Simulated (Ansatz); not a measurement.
The system is BaTiO3.

```xyz
5
Lattice="2.8274 1.6324 2.3184 -2.8274 1.6324 2.3184 0.0000 -3.2648 2.3184" Properties=species:S:1:pos:R:3 pbc="T T T"
Ba    0.0000    0.0000    0.0000
Ti    0.0000    0.0000    3.3698
O     1.3885   -0.8017    2.3988
O    -1.3885   -0.8017    2.3988
O     0.0000    1.6033    2.3988
```

Base run:

| Item | Value |
| --- | --- |
| Program | Ansatz 0.2.0 |
| Functional | PBE |
| Potentials or basis | Ansatz PAW |
| Cutoff | 420 eV (not typed: the program's choice for these potentials) |
| k mesh | 7 × 7 × 7 |
| Occupations | fermi-dirac, width 0.05 eV |
| Spin | no spin polarisation |

Its results: band gap on the k mesh 2.50 eV, indirect (least direct gap 2.79 eV); pressure 5.0 GPa; largest force 0.138 eV/Å.

The run is repeated on the same cell with these changes: functional from PBE to PBEsol. What comes out?

Band gap on the k mesh 2.45 eV, indirect (least direct gap 2.75 eV); pressure -1.2 GPa; largest force 0.144 eV/Å.

PBEsol binds more tightly than PBE, so the same cell stands under less pressure.

Caveats: odd divisions of the mesh miss points on the zone boundary, where band edges often lie, so the gap on the mesh can be too wide; spin-orbit coupling is left out, which moves the levels of the heavy elements; the PAW data sets come from PBE, with cores solved anew for the run's functional, which leaves a small shift of forces and pressure (some runs).

A k mesh can miss the band edges.
